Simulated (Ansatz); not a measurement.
## Dielectric response of LiF (001) films

Wanted: ε of rocksalt LiF (001) by finite fields on slabs, and the band edges against the vacuum where run.

Program: Ansatz 0.2.0. Level of theory: plane-wave DFT, PBEsol, Ansatz PAW, in the first sound run; inputs show where later runs differ. Results are calculated unless marked as measured.

## (1) The structure

The cell holds 6 atoms: 3 Li and 3 F. Cell: a = 2.850 Å, b = 2.850 Å, c = 22.030 Å, α = 90.0°, β = 90.0°, γ = 90.0°. It derives from LiF (rocksalt LiF). Vacuum lies along c.

## (2) Relaxing the film, 6 atoms, units 3

The structure is relaxed first, because levels and dipoles at a surface follow the positions of the outer atoms.

Input file input.yaml:

```yaml
crystal:
  lattice:
    - [2.84964033, 0.0, 0.0]
    - [0.0, 2.84964033, 0.0]
    - [0.0, 0.0, 22.03]
  atoms:
    - { symbol: Li, position: [0.5, 0.5, 0.4085338175] }
    - { symbol: F, position: [0.0, 0.0, 0.4085338175] }
    - { symbol: Li, position: [0.0, 0.0, 0.5] }
    - { symbol: F, position: [0.5, 0.5, 0.5] }
    - { symbol: Li, position: [0.5, 0.5, 0.5914661825] }
    - { symbol: F, position: [0.0, 0.0, 0.5914661825] }
kpoints:
  mp_grid: { grid: [10, 10, 1] }
hamiltonian:
  xc: pbesol
scf:
  occupations: { method: fixed }
  convergence: { dr2_threshold: 1.0e-09 }
efield:
  axis: 3
  dipole_correction: true
  ramp_position: 0.97
  ramp_width: 0.06
relax:
  f_tol: 0.003
  max_steps: 100
output:
  write_potential: true
  write_density: true
  volumetric_format: npy
```

The run is started by

```sh
$ ansatz run input.yaml --threads 4 --pin off --max-ram 8192MiB --backend cpu --events-out ev --progress --plain --runs-dir out
```

Numbers of over 12 decimals in the logs are rounded to 6 here.

What it wrote:

```text
Engine: ansatz 0.2.0, aarch64-unknown-linux-gnu
Pseudopotentials: kind: paw
Pseudopotential: Li, paw, valence charge 3, recommended cutoff 420 eV (normal), Li.paw.azcp
Pseudopotential: F, paw, valence charge 7, recommended cutoff 420 eV (normal), F.paw.azcp
Functional definition: PBEsol
  exchange = pbesol_x
  correlation = pbesol_c
Crystal: 6 atoms, lattice volume = 178.894 Å³
Basis set: ecut = 420 eV, 3509 PW (Γ), exchange–correlation on 40×40×300 points (8 copies of the dense FFT grid, shifted against one another)
Bands: 21, of which v1, the nominal top of the filled ones, is band 15 counted from 1 (14 counted from 0)
Symmetry: 8 space group operations
k-points: 21 of 100
Non-local potential: Li, projectors of the file, l = 0: 3, l = 1: 2, l = 2: 1
Non-local potential: F, projectors of the file, l = 0: 2, l = 1: 2, l = 2: 1
PAW form: soft (Blöchl's): semilocal exchange-correlation on the pseudo side does not see the compensation charge
PAW frozen core: F, regenerated for the run's functional, and the local potential with it (the file was generated under x = pbe(κ = 0.804, μ = 0.219515), c = pbe(β = 0.066725))
PAW one-centre angular grid: Li, 110 points (default); XC on 64 Gauss nodes
PAW one-centre angular grid: F, 110 points (default); XC on 64 Gauss nodes
Initial density: superposition of atomic densities (neutral atoms: chi_scale 0, normalization atom), corrected by the library's trained network
Initial wavefunctions: pseudopotential atomic-orbital guess
Functional: x = pbesol(κ = 0.804, μ = 0.123457), c = pbesol(β = 0.046)
SCF iter   1: F=—  HF=-3019.294116 eV  |F-HF|=—  |Δ(HF+E_count)|=         —  Δρ=6.93e-3  dr2=5.16e-2  ethr=1.77e-3  p=0.000 e·Å  D=7.29e-14 V/Å  ΔV_dip=-0.00 eV  dr2_dipole=2.26e-10  V_vac-E_F(+/−)=7.27/7.27 eV  ⟨swp⟩=4.9  Hψ=1871  notcnv=0  defer=76
efield: sawtooth ramp at fractional position 0.9700 (set: `efield.ramp_position`, or a place that a band, a saddle search or an elastic batch's reference lends), width 0.0600; the density the first Hamiltonian is built on has a dipole p = 0.000 e·Å; the dipole correction subtracts the counter field D = 7.29e-14 V/Å, which shifts the + side's vacuum level by -0.00 eV against the − side's; the planar-averaged density in the ramp window peaks in size at 4.1e-6 e/Å³
preconditioner: auto → none  [insulator: Δε(μ)=6.368 eV  Ē_g=15.984 eV  n_scr=14 (ndim 8)  ℏωp=13.6 eV  f_vac=0.688  ε∞_Penn≈1.7]
SCF iter   2: F=—  HF=-3019.279475 eV  |F-HF|=—  |Δ(HF+E_count)|=   1.46e-2  Δρ=2.79e-3  dr2=7.62e-3  ethr=1.72e-4  p=0.000 e·Å  D=1.07e-5 V/Å  ΔV_dip=-0.00 eV  dr2_dipole=3.28e-10  V_vac-E_F(+/−)=7.45/7.45 eV  ⟨swp⟩=2.2  Hψ=905  notcnv=0  defer=83  κ⁻¹=1.0e0(r=1)
density mixer auto → broyden: gapped, with few screened modes (density of states about μ 0.00 of a free-electron gas's, 14 screened modes)
SCF iter   3: F=—  HF=-3019.276934 eV  |F-HF|=—  |Δ(HF+E_count)|=   2.54e-3  Δρ=4.08e-4  dr2=1.98e-4  ethr=2.54e-5  p=0.000 e·Å  D=1.26e-6 V/Å  ΔV_dip=-0.00 eV  dr2_dipole=7.32e-12  V_vac-E_F(+/−)=7.31/7.31 eV  ⟨swp⟩=2.2  Hψ=697  notcnv=0  defer=84  κ⁻¹=3.6e-3(r=2)
SCF iter   4: F=—  HF=-3019.276922 eV  |F-HF|=—  |Δ(HF+E_count)|=   1.13e-5  Δρ=1.20e-4  dr2=1.28e-5  ethr=6.62e-7  p=-0.000 e·Å  D=-1.84e-6 V/Å  ΔV_dip=0.00 eV  dr2_dipole=5.84e-12  V_vac-E_F(+/−)=7.28/7.28 eV  ⟨swp⟩=3.2  Hψ=812  notcnv=0  defer=84  κ⁻¹=4.3e-4(r=3)
SCF iter   5: F=—  HF=-3019.276939 eV  |F-HF|=—  |Δ(HF+E_count)|=   1.69e-5  Δρ=4.14e-5  dr2=1.91e-6  ethr=4.27e-8  p=-0.000 e·Å  D=-2.25e-7 V/Å  ΔV_dip=0.00 eV  dr2_dipole=3.21e-14  V_vac-E_F(+/−)=7.28/7.28 eV  ⟨swp⟩=2.2  Hψ=773  notcnv=0  defer=84  κ⁻¹=7.3e-5(r=4)
SCF iter   6: F=—  HF=-3019.276945 eV  |F-HF|=—  |Δ(HF+E_count)|=   5.33e-6  Δρ=1.26e-5  dr2=2.15e-7  ethr=6.37e-9  p=0.000 e·Å  D=1.65e-7 V/Å  ΔV_dip=-0.00 eV  dr2_dipole=7.81e-14  V_vac-E_F(+/−)=7.27/7.27 eV  ⟨swp⟩=2.1  Hψ=713  notcnv=0  defer=84  κ⁻¹=2.1e-6(r=5)
SCF iter   7: F=—  HF=-3019.276945 eV  |F-HF|=—  |Δ(HF+E_count)|=   4.88e-7  Δρ=6.31e-6  dr2=3.82e-8  ethr=7.16e-10  p=-0.000 e·Å  D=-1.58e-7 V/Å  ΔV_dip=0.00 eV  dr2_dipole=5.28e-14  V_vac-E_F(+/−)=7.27/7.27 eV  ⟨swp⟩=2.0  Hψ=736  notcnv=0  defer=84  κ⁻¹=3.0e-8(r=6)
SCF iter   8: F=—  HF=-3019.276945 eV  |F-HF|=—  |Δ(HF+E_count)|=   9.21e-9  Δρ=1.20e-6  dr2=1.26e-9  ethr=1.27e-10  p=0.000 e·Å  D=3.45e-8 V/Å  ΔV_dip=-0.00 eV  dr2_dipole=2.74e-15  V_vac-E_F(+/−)=7.27/7.27 eV  ⟨swp⟩=2.0  Hψ=663  notcnv=0  defer=84  κ⁻¹=3.4e-9(r=7)
SCF iter   9: F=-3019.276945 eV  HF=-3019.276945 eV  |F-HF|=1.60e-10  |Δ(HF+E_count)|=  7.46e-11  Δρ=4.48e-7  dr2=2.04e-10  ethr=3.33e-12  p=-0.000 e·Å  D=-1.72e-8 V/Å  ΔV_dip=0.00 eV  dr2_dipole=5.90e-16  V_vac-E_F(+/−)=7.27/7.27 eV  ⟨swp⟩=7.2  Hψ=2203  notcnv=0
SCF 1 converged in 9 iterations: F = -3019.276945 eV  dr2 = 2.04e-10
  greatest PAW one-centre occupation: 1.000 electrons in one spin orbital (limit 2), on the Li atom at site 2 (counted from 0), in its partial waves of l = 0
relax step   1: F+E_penalty+E_count = -3019.27694505 eV  Δ(F+E_penalty+E_count) = +0.000e0 eV  max|allowed force component| = 3.349e-1 eV/Å  Δτ_max = 0.0000 Å  (9 SCF iters, accepted)
Initial density: handed on by an earlier stage of this run
Initial wavefunctions: those handed on with the density
iter 1 solved again at ethr=1.70e-5 eV; its pass at ethr=3.10e-3 eV (dr2=5.10e-3 eV) is discarded
SCF iter   1: F=—  HF=-3019.295535 eV  |F-HF|=—  |Δ(HF+E_count)|=         —  Δρ=6.52e-4  dr2=5.01e-3  ethr=1.70e-5  p=-0.000 e·Å  D=-1.72e-8 V/Å  ΔV_dip=0.00 eV  dr2_dipole=1.06e-15  V_vac-E_F(+/−)=7.30/7.30 eV  ⟨swp⟩=2.6  Hψ=1630  notcnv=0  defer=84
efield: sawtooth ramp at fractional position 0.9700 (set: `efield.ramp_position`, or a place that a band, a saddle search or an elastic batch's reference lends), width 0.0600; the density the first Hamiltonian is built on has a dipole p = -0.000 e·Å; the dipole correction subtracts the counter field D = -1.72e-8 V/Å, which shifts the + side's vacuum level by +0.00 eV against the − side's; the planar-averaged density in the ramp window peaks in size at 1.2e-6 e/Å³
preconditioner: auto → none  [insulator: Δε(μ)=6.849 eV  Ē_g=16.264 eV  n_scr=14 (ndim 8)  ℏωp=13.6 eV  f_vac=0.688  ε∞_Penn≈1.7]
SCF iter   2: F=—  HF=-3019.293789 eV  |F-HF|=—  |Δ(HF+E_count)|=   1.75e-3  Δρ=3.80e-4  dr2=2.00e-4  ethr=1.67e-5  p=0.000 e·Å  D=5.91e-9 V/Å  ΔV_dip=-0.00 eV  dr2_dipole=9.71e-17  V_vac-E_F(+/−)=7.49/7.49 eV  ⟨swp⟩=3.5  Hψ=679  notcnv=0  defer=84  κ⁻¹=1.0e0(r=1)
[...]
density mixer auto → broyden: gapped, with few screened modes (density of states about μ 0.00 of a free-electron gas's, 14 screened modes)
SCF iter   3: F=—  HF=-3019.297858 eV  |F-HF|=—  |Δ(HF+E_count)|=   1.45e-4  Δρ=1.01e-4  dr2=1.10e-5  ethr=4.93e-7  p=0.000 e·Å  D=1.98e-11 V/Å  ΔV_dip=-0.00 eV  dr2_dipole=3.86e-16  V_vac-E_F(+/−)=7.65/7.65 eV  ⟨swp⟩=4.1  Hψ=739  notcnv=0  defer=84  κ⁻¹=1.9e-1(r=2)
SCF iter   4: F=—  HF=-3019.297864 eV  |F-HF|=—  |Δ(HF+E_count)|=   5.64e-6  Δρ=3.04e-5  dr2=1.01e-6  ethr=3.66e-8  p=0.000 e·Å  D=1.71e-8 V/Å  ΔV_dip=-0.00 eV  dr2_dipole=2.46e-16  V_vac-E_F(+/−)=7.66/7.66 eV  ⟨swp⟩=2.9  Hψ=716  notcnv=0  defer=83  κ⁻¹=1.9e-2(r=3)
SCF iter   5: F=—  HF=-3019.297864 eV  |F-HF|=—  |Δ(HF+E_count)|=   4.74e-7  Δρ=9.05e-6  dr2=6.62e-8  ethr=3.38e-9  p=0.000 e·Å  D=7.05e-9 V/Å  ΔV_dip=-0.00 eV  dr2_dipole=4.70e-16  V_vac-E_F(+/−)=7.66/7.66 eV  ⟨swp⟩=2.0  Hψ=627  notcnv=0  defer=82  κ⁻¹=7.6e-4(r=4)
SCF iter   6: F=—  HF=-3019.297864 eV  |F-HF|=—  |Δ(HF+E_count)|=   3.23e-8  Δρ=3.30e-6  dr2=9.56e-9  ethr=2.21e-10  p=0.000 e·Å  D=2.43e-8 V/Å  ΔV_dip=-0.00 eV  dr2_dipole=2.90e-15  V_vac-E_F(+/−)=7.66/7.66 eV  ⟨swp⟩=2.0  Hψ=646  notcnv=0  defer=82  κ⁻¹=1.6e-4(r=5)
SCF iter   7: F=-3019.297864 eV  HF=-3019.297864 eV  |F-HF|=4.73e-10  |Δ(HF+E_count)|=   2.30e-9  Δρ=1.02e-6  dr2=5.56e-10  ethr=3.33e-12  p=-0.000 e·Å  D=-6.53e-9 V/Å  ΔV_dip=0.00 eV  dr2_dipole=1.59e-16  V_vac-E_F(+/−)=7.66/7.66 eV  ⟨swp⟩=6.0  Hψ=2488  notcnv=0
SCF 3 converged in 7 iterations: F = -3019.297864 eV  dr2 = 5.56e-10
relax step   3: F+E_penalty+E_count = -3019.29786405 eV  Δ(F+E_penalty+E_count) = -3.953e-3 eV  max|allowed force component| = 2.944e-2 eV/Å  Δτ_max = 0.0254 Å  (7 SCF iters, accepted)
[...]
relax step   4: F+E_penalty+E_count = -3019.29848739 eV  Δ(F+E_penalty+E_count) = -6.233e-4 eV  max|allowed force component| = 6.860e-3 eV/Å  Δτ_max = 0.0123 Å  (7 SCF iters, accepted)
SCF iter   1: F=—  HF=-3019.298509 eV  |F-HF|=—  |Δ(HF+E_count)|=         —  Δρ=8.70e-5  dr2=3.20e-5  ethr=6.14e-7  p=0.000 e·Å  D=9.10e-9 V/Å  ΔV_dip=-0.00 eV  dr2_dipole=1.34e-16  V_vac-E_F(+/−)=7.67/7.67 eV  ⟨swp⟩=2.0  Hψ=1011  notcnv=0  defer=84
efield: sawtooth ramp at fractional position 0.9700 (set: `efield.ramp_position`, or a place that a band, a saddle search or an elastic batch's reference lends), width 0.0600; the density the first Hamiltonian is built on has a dipole p = 0.000 e·Å; the dipole correction subtracts the counter field D = 9.10e-9 V/Å, which shifts the + side's vacuum level by -0.00 eV against the − side's; the planar-averaged density in the ramp window peaks in size at 6.8e-8 e/Å³
preconditioner: auto → none  [insulator: Δε(μ)=6.955 eV  Ē_g=16.487 eV  n_scr=14 (ndim 8)  ℏωp=13.6 eV  f_vac=0.690  ε∞_Penn≈1.7]
SCF iter   2: F=—  HF=-3019.298497 eV  |F-HF|=—  |Δ(HF+E_count)|=   1.14e-5  Δρ=2.54e-5  dr2=8.34e-7  ethr=1.07e-7  p=0.000 e·Å  D=1.73e-8 V/Å  ΔV_dip=-0.00 eV  dr2_dipole=2.68e-16  V_vac-E_F(+/−)=7.66/7.66 eV  ⟨swp⟩=2.0  Hψ=769  notcnv=0  defer=62  κ⁻¹=1.0e0(r=1)
density mixer auto → broyden: gapped, with few screened modes (density of states about μ 0.00 of a free-electron gas's, 14 screened modes)
SCF iter   3: F=—  HF=-3019.298498 eV  |F-HF|=—  |Δ(HF+E_count)|=   4.39e-7  Δρ=1.40e-5  dr2=2.03e-7  ethr=2.78e-9  p=0.000 e·Å  D=4.92e-9 V/Å  ΔV_dip=-0.00 eV  dr2_dipole=1.11e-15  V_vac-E_F(+/−)=7.66/7.66 eV  ⟨swp⟩=2.0  Hψ=657  notcnv=0  defer=35  κ⁻¹=3.1e-2(r=2)
SCF iter   4: F=—  HF=-3019.298498 eV  |F-HF|=—  |Δ(HF+E_count)|=   2.78e-8  Δρ=5.60e-6  dr2=3.19e-8  ethr=6.76e-10  p=0.000 e·Å  D=2.40e-8 V/Å  ΔV_dip=-0.00 eV  dr2_dipole=2.18e-17  V_vac-E_F(+/−)=7.66/7.66 eV  ⟨swp⟩=2.0  Hψ=652  notcnv=0  defer=35  κ⁻¹=2.1e-3(r=3)
SCF iter   5: F=-3019.298498 eV  HF=-3019.298498 eV  |F-HF|=2.90e-10  |Δ(HF+E_count)|=   2.60e-8  Δρ=9.74e-7  dr2=8.93e-10  ethr=3.33e-12  p=0.000 e·Å  D=3.31e-8 V/Å  ΔV_dip=-0.00 eV  dr2_dipole=9.67e-17  V_vac-E_F(+/−)=7.66/7.66 eV  ⟨swp⟩=6.2  Hψ=2473  notcnv=0
SCF 5 converged in 5 iterations: F = -3019.298498 eV  dr2 = 8.93e-10
relax step   5: F+E_penalty+E_count = -3019.29849783 eV  Δ(F+E_penalty+E_count) = -1.044e-5 eV  max|allowed force component| = 2.598e-4 eV/Å  Δτ_max = 0.0018 Å  (5 SCF iters, accepted)
NSCF: frozen V_eff on 21 k-points
the band table was solved once a step of the walk had ended and its energy, with any forces and stress, was formed, with the checks that follow a solve (3401 applications of the Hamiltonian). They found nothing against the state; the energy, forces and stress were not computed again (output.eigenvalues in the input reference)
WARN: The output density's exchange-correlation potential varies sharply where the density is thin. Do not read a vacuum level from v_tot or v_xc, or from such a field of the output density. On a cell that repeats whose density bears no net charge and no dipole along the vacuum's axis use v_es (v_loc + v_h of the components); under efield.dipole_correction with no amplitude use v_es + v_field, which holds any externa [...]
SCF converged after 5 iterations
Stability not checked: this state was not tested for a lower state beside it, because the mixer in use, unlike msr1, does not test its closes by its own steps (another_mixer; see scf.mixing.algorithm and scf.lower_state_search)
Free energy (F): -3019.298498 eV
Harris-Foulkes:  -3019.298498 eV  (|F-HF|=2.90e-10)
Internal energy: -3019.298498 eV  (E = F + TS)
E sigma→0 (E₀):  -3019.298498 eV
Fermi energy:    -5.289601 eV
Dipole field:    D = 0.000000 V/Å  (p = 0.000000 e·Å, saw-weighted, corrected)
Work function:   Φ+ = 7.6632 eV   Φ− = 7.6631 eV
Levels:          The Fermi level and band energies are counted from a zero that moves with the ramp; work functions are not
--- Per-component energies (eV) ---
  E_band       = -536.275145
  E_kinetic    = 687.669848
  E_local      = -22066.929230  (includes V_loc(G=0)·N_el)
  E_nonlocal   = 122.223303
  E_hartree    = 10651.261183
  E_xc         = -270.185173
  E_vxc        = -348.736717  (∫ρ·V_xc dr)
  E_paw        = -640.162890  (= ΣΔE_a)
  E_vpaw       = -233.032765  (= ΣTr[D̂ρ^β])
  E_aug_tail   = 0.006434  (compensation charges beyond the density's cutoff)
  E_efield     = 0.000000  (sawtooth field / dipole correction)
  E_vefield    = 0.000000  (∫n·V_field dr)
  E_ewald      = 8496.690699
  E_core_change = 0.127328  (= ΣΔE_core)
  E_smearing   = -0.000000  (= −TS)
  E_closure    = 0.000000  (closes the sum)
  Σ components = -3019.298498   (vs F -3019.298498, Δ=0.00e0)
--- Forces (eV/Å), atoms counted from 1 ---
  atom   1  Li     0.00000000     0.00000000     0.00020583
  atom   2  F     -0.00000000     0.00000000    -0.00025958
  atom   3  Li     0.00000000     0.00000000    -0.00000018
  atom   4  F     -0.00000000     0.00000000     0.00000015
  atom   5  Li    -0.00000000     0.00000000    -0.00020605
  atom   6  F      0.00000000     0.00000000     0.00025985
  max |Σ_I F_I| component: 2.36e-8 eV/Å
--- Band table (eV; the first three rows and the last of 21) ---
  k-point 0: bands = [... 11 lower, -5.5778, -5.5778, -5.3731, -5.3731, 1.6503, 1.7153, 2.5696, 3.2543, ... 2 higher]
  k-point 1: bands = [... 11 lower, -5.5512, -5.5271, -5.4816, -5.3617, 1.8368, 1.8849, 2.7559, 3.4317, ... 2 higher]
  k-point 2: bands = [... 11 lower, -5.7950, -5.4894, -5.4806, -5.3344, 2.3770, 2.3852, 3.3099, 3.9580, ... 2 higher]
  k-point 20: bands = [... 11 lower, -6.5879, -6.5031, -5.7500, -5.6396, 9.1656, 9.1818, 9.1964, 9.1964, ... 2 higher]
--- Relaxed structure (5 steps of the walk, 5 accepted, 0 SCFs on fresh bases) ---
  F+E_penalty+E_count = -3019.29849783 eV   max|allowed force component| = 2.598e-4 eV/Å
  atoms:
    - { symbol: Li, position: [0.5, 0.5, 0.411449] }
    - { symbol: F, position: [0, 0.0, 0.408610] }
    - { symbol: Li, position: [0, 0.0, 0.500000] }
    - { symbol: F, position: [0.5, 0.5, 0.500000] }
    - { symbol: Li, position: [0.5, 0.5, 0.588551] }
    - { symbol: F, position: [0, 0.0, 0.591390] }
```

Run time: 15 s. Hardware: 4 threads of Arm Neoverse N1, shared host; peak memory 0.41 GiB; 55 s of CPU time.

Relaxation path:

```csv
step,energy less that of the first step (eV),largest force component (eV/Å)
1,0.0000,0.3349
2,-0.0170,0.1414
3,-0.0209,0.0294
4,-0.0215,0.0069
5,-0.0216,0.0003
```

The run keeps the 8 symmetry operations that it works with, so distortions that break them were not tested.

The atoms that moved most (Å):

```csv
atom,dx,dy,dz,length
Li1,0.000,0.000,0.064,0.064
Li5,0.000,0.000,-0.064,0.064
```

Final coordinates:

```cif
data_structure
_symmetry_space_group_name_H-M 'P 1'
_symmetry_Int_Tables_number 1
_cell_length_a 2.8496
_cell_length_b 2.8496
_cell_length_c 22.0300
_cell_angle_alpha 90.000
_cell_angle_beta 90.000
_cell_angle_gamma 90.000
_cell_volume 178.89
loop_
_atom_site_label
_atom_site_type_symbol
_atom_site_fract_x
_atom_site_fract_y
_atom_site_fract_z
_atom_site_occupancy
Li1 Li 0.50000 0.50000 0.41145 1
F2 F 0.00000 0.00000 0.40861 1
Li3 Li 0.00000 0.00000 0.50000 1
F4 F 0.50000 0.50000 0.50000 1
Li5 Li 0.50000 0.50000 0.58855 1
F6 F 0.00000 0.00000 0.59139 1
```

This step gave:

* gap on the k-mesh: 6.940 eV
* dipole along the normal: 1.89e-8 e·Å
* ionisation energy, upper face: 7.663 eV
* electron affinity, upper face: 0.7233 eV

Running mean over 2.015 Å of the planar mean; the ramp of the sawtooth is left out. Electron's electrostatic potential energy less the highest filled level against z:

```csv
z (Å),electron's electrostatic potential energy less the highest filled level (eV)
3,7.66
4,7.66
5,7.66
6,7.66
7,7.55
8,4.37
9,0.896
10,0.512
11,0.602
12,0.510
13,0.880
14,4.16
15,7.54
16,7.66
17,7.66
18,7.66
19,7.66
```

The relaxation took 5 steps and lowered the energy by 0.022 eV; the largest force on the free atoms ends at 2.6e-4 eV/Å.

The gap is 6.94 eV, with the valence edge 7.66 eV and the conduction edge 0.72 eV under the upper vacuum level.

## (3) The relaxed film, single point, 6 atoms, units 3

The film was relaxed beforehand; a single point on the relaxed positions gives its levels and potential.

input.yaml, the sections that differ from step 2:

```yaml
crystal:
  lattice:
    - [2.84964033, 0.0, 0.0]
    - [0.0, 2.84964033, 0.0]
    - [0.0, 0.0, 22.03]
  atoms:
    - { symbol: Li, position: [0.5, 0.5, 0.4114486497] }
    - { symbol: F, position: [0.0, 0.0, 0.4086102314] }
    - { symbol: Li, position: [0.0, 0.0, 0.5000000005] }
    - { symbol: F, position: [0.5, 0.5, 0.4999999995] }
    - { symbol: Li, position: [0.5, 0.5, 0.588551351] }
    - { symbol: F, position: [0.0, 0.0, 0.5913897678] }
output:
  eigenvalues: true
  write_potential: true
  write_density: true
  volumetric_format: npy
# kpoints, hamiltonian, scf, efield: as in step 2
# relax: removed
```

What it wrote:

```text
[...]
Crystal: 6 atoms, lattice volume = 178.894 Å³
Basis set: ecut = 420 eV, 3509 PW (Γ)
Bands: 21, of which v1, the nominal top of the filled ones, is band 15 counted from 1 (14 counted from 0)
Symmetry: 8 space group operations
k-points: 21 of 100
[...]
SCF iter   1: F=—  HF=-3019.316035 eV  |F-HF|=—  |Δ(HF+E_count)|=         —  Δρ=6.99e-3  dr2=5.26e-2  ethr=1.77e-3  p=0.000 e·Å  D=2.76e-8 V/Å  ΔV_dip=-0.00 eV  dr2_dipole=3.76e-10  V_vac-E_F(+/−)=7.61/7.61 eV  ⟨swp⟩=5.0  Hψ=1900  notcnv=0  defer=75
[...]
SCF iter   8: F=-3019.298494 eV  HF=-3019.298494 eV  |F-HF|=2.00e-10  |Δ(HF+E_count)|=   1.74e-8  Δρ=5.36e-7  dr2=1.71e-10  ethr=3.33e-12  p=0.000 e·Å  D=2.79e-8 V/Å  ΔV_dip=-0.00 eV  dr2_dipole=5.11e-18  V_vac-E_F(+/−)=7.66/7.66 eV  ⟨swp⟩=11.9  Hψ=2839  notcnv=0
SCF 1 converged in 8 iterations: F = -3019.298494 eV  dr2 = 1.71e-10
[...]
SCF converged after 8 iterations
[...]
Free energy (F): -3019.298494 eV
[...]
Internal energy: -3019.298494 eV  (E = F + TS)
E sigma→0 (E₀):  -3019.298494 eV
Fermi energy:    -5.289699 eV
Dipole field:    D = 0.000000 V/Å  (p = 0.000000 e·Å, saw-weighted, corrected)
Work function:   Φ+ = 7.6634 eV   Φ− = 7.6632 eV
[...]
--- Band table (eV; the first three rows and the last of 21) ---
  k-point 0: bands = [... 11 lower, -5.5779, -5.5779, -5.3733, -5.3733, 1.6505, 1.7160, 2.5515, 3.2419, ... 2 higher]
  k-point 1: bands = [... 11 lower, -5.5513, -5.5273, -5.4817, -5.3619, 1.8369, 1.8856, 2.7378, 3.4194, ... 2 higher]
  k-point 2: bands = [... 11 lower, -5.7952, -5.4895, -5.4807, -5.3346, 2.3771, 2.3859, 3.2918, 3.9460, ... 2 higher]
  k-point 20: bands = [... 11 lower, -6.5881, -6.5033, -5.7500, -5.6397, 9.1623, 9.1785, 9.1965, 9.1965, ... 2 higher]
```

Run time: 4.8 s. Hardware: 4 threads; peak memory 0.41 GiB; 17 s of CPU time.

Numbers from this step:

```
dipole along the normal       : 2.44e-8 e·Å
electron affinity, upper face : 0.7232 eV
```

Running mean over 2.015 Å of the planar mean; the ramp of the sawtooth is left out. The electron's electrostatic potential energy less the highest filled level by z:

```csv
z (Å),electron's electrostatic potential energy less the highest filled level (eV)
2.94,7.66
3.38,7.66
3.82,7.66
4.26,7.66
4.70,7.66
5.14,7.66
5.58,7.66
6.02,7.66
6.46,7.65
6.90,7.59
7.34,7.32
7.78,5.74
8.22,2.90
8.67,1.19
9.11,0.841
9.55,0.664
9.99,0.513
10.43,0.535
10.87,0.600
11.16,0.600
11.60,0.535
12.04,0.513
12.48,0.664
12.92,0.841
13.36,1.19
13.81,2.90
14.25,5.74
14.69,7.32
15.13,7.59
15.57,7.65
16.01,7.66
16.45,7.66
16.89,7.66
17.33,7.66
17.77,7.66
18.21,7.66
18.65,7.66
19.09,7.66
```

The gap is 6.94 eV, with the valence edge 7.66 eV and the conduction edge 0.72 eV under the upper vacuum level.

(Continued in part 2 of 6.)

[Logs are printed without paths, hosts, clocks, repeated set-up lines and the standing remarks that a program may print on its own settings, such as how far it seeks lower states.]

[Hosts, paths, dates, database ids (printed as entryN), source tags and the programs' standing remarks are cut or masked in the printed files.]

[Maps of the electrostatic potential energy from Ansatz leave out the sawtooth potential of an applied field or a dipole correction, so their vacuum need not be flat; planar profiles and work functions include it.]
